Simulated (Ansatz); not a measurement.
An Ansatz run on rocksalt AlN left the output below. The cell was relaxed with r2SCAN and then strained, so it isn't that functional's minimum.

The cell:
```
CELL_PARAMETERS angstrom
0.00000 2.01887 2.01887
2.01887 0.00000 2.01887
2.01887 2.01887 0.00000
ATOMIC_POSITIONS crystal
Al 0.00000 0.00000 0.00000
N 0.50000 0.50000 0.50000
```

The log, with set-up remarks and timings taken out:
```
Pseudopotential: Al, paw, valence charge 3, recommended cutoff 500 eV
Pseudopotential: N, paw, valence charge 5, recommended cutoff 500 eV
Crystal: 2 atoms, lattice volume = 16.457 Å³
Basis set: ecut = 500 eV, 411 PW (Γ)
Bands: 8, of which v1, the nominal top of the filled ones, is band 4 counted from 1 (3 counted from 0)
Symmetry: 48 space group operations
k-points: 102 of 1000 (irreducible under 8 space group operations, time reversal used)
preconditioner: auto → none  [insulator: Δε(μ)=5.490 eV  ℏωp=25.9 eV]
SCF converged after 8 iterations
Free energy (F): -928.148615 eV
Fermi energy:    11.096318 eV
--- Per-component energies (eV) ---
  E_band       = 35.442803
  E_kinetic    = 164.346009
  E_local      = -169.595884
  E_nonlocal   = 53.057921
  E_hartree    = 62.830460
  E_xc         = -100.278957
  E_vxc        = -121.240614
  E_paw        = -602.160069
  E_vpaw       = -23.244496
  E_vtau       = 6.458925
  E_ewald      = -336.258440
  E_core_change = -0.089673
--- Dielectric response (ions clamped): 3 representative field directions + reference, inside a basis on a mesh of 1000 k-points ---
  ε∞ (high-frequency dielectric tensor):
        4.749469     0.000000     0.000000
        0.000000     4.749469     0.000000
        0.000000     0.000000     4.749469
  Born effective charges Z* (e; rows j = field, columns β = displacement):
    site 0:
         2.96715    0.00000    0.00000
         0.00000    2.96715    0.00000
         0.00000    0.00000    2.96715
    site 1:
        -2.96715    0.00000    0.00000
         0.00000   -2.96715    0.00000
         0.00000    0.00000   -2.96715
  ε∞ is read to err by 1.2e-2, Z* by 9.5e-3 e
```

Question: Write the input file that gave this output.

Answer:
```yaml
crystal:
  # lattice and atoms as above
kpoints:
  mp_grid: { grid: [10, 10, 10] }
hamiltonian:
  xc: r2scan
scf:
  occupations: { method: fixed }
dielectric: {}
```
The term E_vtau belongs to a meta-GGA, which reads the kinetic-energy density. There is no exchange loop, so no exact exchange. A response with clamped ions alone is the dielectric block. The lines shown narrow the functional down without fixing it; this is the one that was run. Keys that aren't typed take their defaults; thresholds and the kind of smearing can't be read off these lines.

Run as `ansatz run input.yaml --threads 2 --pin off --max-ram 29491MiB --backend cpu --events-out ev --progress --plain --runs-dir out`. It took 15 s on 2 threads of AMD EPYC 7R13 Processor (Zen 3) (shared host); peak host memory 0.69 GiB.

Note: simulated data, non-magnetic, for a generated structure that need not be the stable one.
